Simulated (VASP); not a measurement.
# Sb (R-3m) in VASP: notebook, part 2 of 2

VASP 6.6.1.

## 4. Relaxation of cell and atoms, r2SCAN

INCAR reads:

```
SYSTEM = Sb
PREC     = Accurate       ! precision mode
ENCUT    = 600            ! plane-wave cutoff, eV
EDIFF    = 1E-7           ! SCF threshold, eV
ISMEAR   = 0              ! smearing method
SIGMA    = 0.1            ! smearing width, eV
LREAL    = .FALSE.        ! projectors in reciprocal space
LASPH    = .TRUE.         ! aspherical terms in the spheres
NELM     = 80             ! most SCF steps
ALGO     = Normal         ! electronic algorithm
ISIF     = 3              ! what is computed and relaxed
LWAVE    = .FALSE.        ! write WAVECAR
LCHARG   = .FALSE.        ! write CHGCAR
METAGGA  = R2SCAN         ! meta-GGA
LMIXTAU  = .TRUE.       
IBRION   = 2              ! ionic algorithm
NSW      = 90             ! ionic steps
EDIFFG   = -0.005         ! ionic threshold
```

KPOINTS reads:

```
Automatic mesh
0
G
  12 12 12
  0 0 0
```

POSCAR reads:

```
Sb
1.0
    2.1506000000      1.2416494900      3.7440000000
   -2.1506000000      1.2416494900      3.7440000000
    0.0000000000     -2.4832989800      3.7440000000
Sb
2
Direct
    0.2336400000      0.2336400000      0.2336400000
    0.7663600000      0.7663600000      0.7663600000
```

Potentials or basis: VASP PAW PBE potentials, release 64 (Sb).

The run is started by

```sh
$ cat potpaw_PBE.64/Sb/POTCAR > POTCAR
$ mpirun -np 1 vasp_std > vasp.out
```

OUTCAR:

```text
SYSTEM = Sb
   PREC = Accurate
   ENCUT = 600
   EDIFF = 1E-7
   ISMEAR = 0
   LREAL = .FALSE.
   LASPH = .TRUE.
   NELM = 80
   ISIF = 3
   METAGGA = R2SCAN
   IBRION = 2
   NSW = 90
   EDIFFG = -0.005

 ion  position               nearest neighbor table
   1  0.234  0.234  0.234-   2 2.90   2 2.90   2 2.90   2 3.34   2 3.34   2 3.34
   2  0.766  0.766  0.766-   1 2.90   1 2.90   1 2.90   1 3.34   1 3.34   1 3.34

  LATTYP: Found a trigonal (rhomboedric) cell.
 ALAT       =     4.4926951617
 COS(alpha) =     0.5417152821

  Lattice vectors:

 A1 = (   2.1506000000,   1.2416494900,   3.7440000000)
 A2 = (  -2.1506000000,   1.2416494900,   3.7440000000)
 A3 = (   0.0000000000,  -2.4832989800,   3.7440000000)

Analysis of symmetry for initial positions (statically):
=====================================================================
 Subroutine PRICEL returns:
 Original cell was already a primitive cell.

 Routine SETGRP: Setting up the symmetry group for a
 trigonal (rhombohedral) supercell.

 Subroutine GETGRP returns: Found 12 space group operations
 (whereof 12 operations were pure point group operations)
 out of a pool of 12 trial point group operations.

The static configuration has the point symmetry D_3d.

Analysis of symmetry for dynamics (positions and initial velocities):
=====================================================================
 Subroutine PRICEL returns:
 Original cell was already a primitive cell.

 Routine SETGRP: Setting up the symmetry group for a
 trigonal (rhombohedral) supercell.

 Subroutine GETGRP returns: Found 12 space group operations
 (whereof 12 operations were pure point group operations)
 out of a pool of 12 trial point group operations.

The dynamic configuration has the point symmetry D_3d.

 Subroutine INISYM returns: Found 12 space group operations
 (whereof 12 operations are pure point group operations),
 and found     1 'primitive' translations

----------------------------------------------------------------------------------------

                                     Primitive cell

  volume of cell :      59.9854

  direct lattice vectors                    reciprocal lattice vectors
     2.150600000  1.241649490  3.744000000     0.232493258  0.134230045  0.089031339
    -2.150600000  1.241649490  3.744000000    -0.232493258  0.134230045  0.089031339
     0.000000000 -2.483298980  3.744000000     0.000000000 -0.268460090  0.089031339

  length of vectors
     4.492695162  4.492695162  4.492695163     0.282838115  0.282838115  0.282838115

  position of ions in fractional coordinates (direct lattice)
     0.233640000  0.233640000  0.233640000
     0.766360000  0.766360000  0.766360000

  ion indices of the primitive-cell ions
   primitive index   ion index
                 1           1
                 2           2

----------------------------------------------------------------------------------------

 KPOINTS: Automatic mesh

Automatic generation of k-mesh.
 Grid dimensions read from file:
 generate k-points for:   12   12   12

 Generating k-lattice:

  Cartesian coordinates                     Fractional coordinates (reciprocal lattice)
     0.019374438  0.011185837  0.007419278     0.083333333  0.000000000  0.000000000
    -0.019374438  0.011185837  0.007419278     0.000000000  0.083333333  0.000000000
     0.000000000 -0.022371674  0.007419278     0.000000000  0.000000000  0.083333333

  Length of vectors
     0.023569843  0.023569843  0.023569843

  Shift w.r.t. Gamma in fractional coordinates (k-lattice)
     0.000000000  0.000000000  0.000000000

 Subroutine IBZKPT returns following result:
 ===========================================

 Found    189 irreducible k-points:

 Following reciprocal coordinates:
            Coordinates               Weight
  0.000000  0.000000  0.000000      1.000000
  0.083333 -0.000000 -0.000000      6.000000
  0.166667 -0.000000  0.000000      6.000000
  0.250000 -0.000000  0.000000      6.000000
  0.333333 -0.000000  0.000000      6.000000
  0.416667  0.000000  0.000000      6.000000
[... 16 lines left out ...]
  0.500000  0.166667  0.000000     12.000000
 -0.416667  0.166667 -0.000000     12.000000
 [... further k-points ...]
   k-points           NKPTS =    189   k-points in BZ     NKDIM =    189   number of bands    NBANDS=      9
   number of dos      NEDOS =    301   number of ions     NIONS =      2
   total plane-waves  NPLWV =  46656
   dimension x,y,z NGX =    36 NGY =   36 NGZ =   36
   dimension x,y,z NGXF=    72 NGYF=   72 NGZF=   72
   ions per type =               2
   NGX,Y,Z   is equivalent  to a cutoff of  13.32, 13.32, 13.32 a.u.
   NGXF,Y,Z  is equivalent  to a cutoff of  26.64, 26.64, 26.64 a.u.
 SYSTEM =  Sb
   PREC   = accura    normal or accurate (medium, high low for compatibility)
   ISTART =      0    job   : 0-new  1-cont  2-samecut
   ICHARG =      2    charge: 1-file 2-atom 10-const
   ISPIN  =      1    spin polarized calculation?
   LNONCOLLINEAR =      F non collinear calculations
   LSORBIT =      F    spin-orbit coupling
   LASPH  =      T    aspherical Exc in radial PAW
   ENCUT  =  600.0 eV  44.10 Ry    6.64 a.u.   8.97  8.97  8.97*2*pi/ulx,y,z
   NELM   =     80;   NELMIN=  2; NELMDL= -5     # of ELM steps
   EDIFF  = 0.1E-06   stopping-criterion for ELM
   LREAL  =      F    real-space projection
   EDIFFG = -.5E-02   stopping-criterion for IOM
   NSW    =     90    number of steps for IOM
   IBRION =      2    ionic relax: 0-MD 1-quasi-New 2-CG
   NFREE  =      1    steps in history (QN), initial steepest desc. (CG)
   ISIF   =      3    stress and relaxation
   ISYM   =      2    0-nonsym 1-usesym 2-fastsym
   POTIM  = 0.5000    time-step for ionic-motion
   TEBEG  =    0.0;   TEEND  =   0.0 temperature during run
   PSTRESS=    0.0 pullay stress
   NELECT =      10.0000    total number of electrons
   NUPDOWN=      -1.0000    fix difference up-down
   EMIN   =  10.00;   EMAX   =-10.00  energy-range for DOS
   EFERMI =   0.00;   METHOD = LEGACY
   ISMEAR =     0;   SIGMA  =   0.10  broadening in eV -4-tet -1-fermi 0-gaus
   EFERMI_NEDOS =   21; number of points for ismear=-14 and -15
   IALGO  =     38    algorithm
   IMIX   =      4    mixing-type and parameters
     AMIX     =   0.40;   BMIX     =  1.00
     AMIX_MAG =   1.60;   BMIX_MAG =  1.00
  volume/ion in A,a.u.               =      29.99       202.40
  Fermi-wavevector in a.u.,A,eV,Ry     =   0.901003  1.702649 11.045297  0.811806
  Thomas-Fermi vector in A             =   2.024030
   LORBIT       =      0    0 simple, 1 ext, 2 COOP (PROOUT), +10 PAW based schemes
   METAGGA = R2SCAN    functional components
   LHFCALC =     F    Hartree Fock is set to
   AEXX    =    0.0000 exact exchange contribution
   IVDW    =     0    specifies the selected vdW correction
   LEPSILON=     F    determine dielectric tensor
   LRPA    =     F    only Hartree local field effects (RPA)
 conjugate gradient relaxation of ions
 non-spin polarized calculation
 Gauss-broadening in eV      SIGMA  =   0.10
  energy-cutoff  :      600.00
  volume of cell :       59.99
 maximum number of plane-waves:      2034
   NGX = 17   NGY = 17   NGZ = 17

--------------------------------------- Ionic step        1  -------------------------------------------

 number of electron      10.0000000 magnetization

 Free energy of the ion-electron system (eV)
  ---------------------------------------------------
  ext. energy  EPLUGINS =         0.00000000
  ---------------------------------------------------
  free energy    TOTEN  =       -51.37696735 eV

  energy without entropy =      -51.37639148  energy(sigma->0) =      -51.37667941

 E-fermi :   7.3931     XC(G=0): -10.0284

 val. band max:        7.3091488241   @ k =   0.4167   0.3333   0.3333
 cond. band min:       7.3999706808   @ k =   0.5000   0.5000   0.5000
 fundamental gap:      0.0908218567
 Fermi energy:         7.3931016532

 k-point     1 :       0.0000    0.0000    0.0000
  band No.  band energies     occupation
      1      -6.0644      2.00000
      2       2.5910      2.00000
      3       5.0511      2.00000
      4       5.3016      2.00000
      5       5.3016      2.00000
      6       9.4997      0.00000
      7      10.1503      0.00000
      8      10.1503      0.00000
      9      12.7331      0.00000
[... 377 lines left out ...]
  FREE ENERGIE OF THE ION-ELECTRON SYSTEM (eV)
  ---------------------------------------------------
  free  energy   TOTEN  =       -51.3908952368 eV

  energy  without entropy=      -51.3902529106  energy(sigma->0) =      -51.39057407

[... ionic steps 4 to 8 ...]

--------------------------------------- Ionic step        9  -------------------------------------------

 number of electron      10.0000000 magnetization

------------------------ aborting loop because EDIFF is reached ----------------------------------------
[... 67 lines left out ...]
--------------------------------------- Ionic step       11  -------------------------------------------

 number of electron      10.0000000 magnetization

 Free energy of the ion-electron system (eV)
  ---------------------------------------------------
  ext. energy  EPLUGINS =         0.00000000
  ---------------------------------------------------
  free energy    TOTEN  =       -51.39377774 eV

  energy without entropy =      -51.39316598  energy(sigma->0) =      -51.39347186

 E-fermi :   6.7906     XC(G=0):  -9.7998

 val. band max:        6.7393794012   @ k =   0.4167   0.3333   0.3333
 cond. band min:       6.7958902098   @ k =   0.3333   0.1667   0.1667
 fundamental gap:      0.0565108086
 Fermi energy:         6.7906327191

 k-point     1 :       0.0000    0.0000    0.0000
  band No.  band energies     occupation
      1      -6.3157      2.00000
      2       1.7176      2.00000
      3       4.5252      2.00000
      4       4.8270      2.00000
      5       4.8270      2.00000
      6       8.7262      0.00000
      7       9.4192      0.00000
      8       9.4192      0.00000
      9      12.2919      0.00000
[... 305 lines left out ...]
  FREE ENERGIE OF THE ION-ELECTRON SYSTEM (eV)
  ---------------------------------------------------
  free  energy   TOTEN  =       -51.3937777401 eV

  energy  without entropy=      -51.3931659847  energy(sigma->0) =      -51.39347186

 reached required accuracy - stopping structural energy minimisation
```

Run time: 28 min. Hardware: 1 thread of AMD EPYC 9R45 (Zen 5), shared host; peak memory 0.29 GiB.

What came out:

- Free energy: -51.3938 eV
- Relaxed volume: 31.47 Å³/atom
- Relaxed cell: a = 4.595 Å, b = 4.595 Å, c = 4.595 Å, α = 56.44°, β = 56.44°, γ = 56.44°
- Space group after relaxing (to 0.05 Å): R-3m (No. 166)
- Energy gained by relaxing: 8.4 meV/atom
- Ionic steps: 11
- Pressure after relaxing: 0.0 GPa
- Band gap on the k mesh: none (metal or under the smearing width)

The path:
```
step  energy change (eV)  largest force (eV/Å)  pressure (GPa)  volume (Å³)
   1              0.0000                0.1061            2.20        59.99
   2             -0.0065                0.2476           -1.34        63.63
   3             -0.0139                0.1050            0.06        62.04
   4             -0.0149                0.0754            0.05        62.20
   5             -0.0162                0.0007            0.03        62.61
   6             -0.0162                0.0226            0.03        62.72
   7             -0.0167                0.0054           -0.03        62.89
   8             -0.0168                0.0060           -0.07        63.01
   9             -0.0168                0.0076           -0.07        63.02
  10             -0.0167                0.0148            0.13        62.83
  11             -0.0168                0.0014            0.01        62.94
```

Final structure:
```yaml
crystal:
  lattice:
    - [2.17261, 1.25436, 3.84947]
    - [-2.17261, 1.25436, 3.84947]
    - [0.00000, -2.50871, 3.84947]
  atoms:
    - { symbol: Sb, position: [0.23205, 0.23205, 0.23205] }
    - { symbol: Sb, position: [0.76795, 0.76795, 0.76795] }
```

Caveat: the PAW data sets were made with another functional, which shifts forces and pressure a little.

## 5. Relaxation of cell and atoms, r2SCAN+rVV10

INCAR, as its differences from that of step 4:

```diff
@@ -15,2 +15,6 @@
 LMIXTAU  = .TRUE.       
+LUSE_VDW = .TRUE.       
+IVDW_NL  = 2            
+BPARAM   = 11.95        
+CPARAM   = 0.0093       
 IBRION   = 2              ! ionic algorithm
```

KPOINTS is that of step 4.

POSCAR is that of step 4.

The run is started by

```sh
$ cat potpaw_PBE.64/Sb/POTCAR > POTCAR
$ mpirun -np 1 vasp_std > vasp.out
```

Wall time 26 min (1 thread of AMD EPYC 9R45 (Zen 5), shared host); peak memory 0.45 GiB.

Results (log left out):

| Property | Result |
| --- | --- |
| Free energy | -51.0870 eV |
| Relaxed volume | 30.77 Å³/atom |
| Relaxed cell | a = 4.532 Å, b = 4.532 Å, c = 4.532 Å, α = 57.17°, β = 57.17°, γ = 57.17° |
| Space group after relaxing (to 0.05 Å) | R-3m (No. 166) |
| Energy gained by relaxing | 3.6 meV/atom |
| Ionic steps | 9 |
| Pressure after relaxing | 0.0 GPa |
| Band gap on the k mesh | none (metal or under the smearing width) |

Forces in eV/Å, atoms in the order of the input:
```
Sb   0.000  0.000 -0.002
Sb   0.000  0.000  0.002
```

The path:
```csv
step,energy change (eV),largest force (eV/Å),pressure (GPa),volume (Å³)
1,0.0000,0.1322,1.55,59.99
2,-0.0024,0.1493,-1.11,62.54
3,-0.0070,0.0276,0.03,61.37
4,-0.0070,0.0307,0.00,61.40
5,-0.0071,0.0213,-0.01,61.44
6,-0.0071,0.0027,-0.02,61.52
7,-0.0072,0.0034,0.03,61.49
8,-0.0072,0.0035,0.03,61.49
9,-0.0072,0.0021,0.00,61.54
```

Final structure:
```
Sb
1.0
     2.16858    1.25203    3.77748
    -2.16858    1.25203    3.77748
     0.00000   -2.50406    3.77748
Sb
2
Direct
  0.23358 0.23358 0.23358
  0.76642 0.76642 0.76642
```

Levels at points of the mesh, in eV from the Fermi level:
```tsv
k point	band 3	band 4	band 5	band 6	band 7	band 8
(0.00, 0.00, 0.00)	-2.25	-2.01	-2.01	2.10	2.73	2.73
(0.50, 0.00, 0.00)	-2.14	-1.99	-0.38	-0.13	0.29	0.47
(0.50, 0.50, 0.00)	-5.65	-3.96	-3.90	1.70	5.06	5.72
(0.50, 0.50, 0.50)	-1.49	-1.49	-0.41	0.06	0.06	1.20
```

Caveat: the PAW data sets were made with another functional, which shifts forces and pressure a little. Spin-orbit coupling is left out, which matters for the levels of Sb.
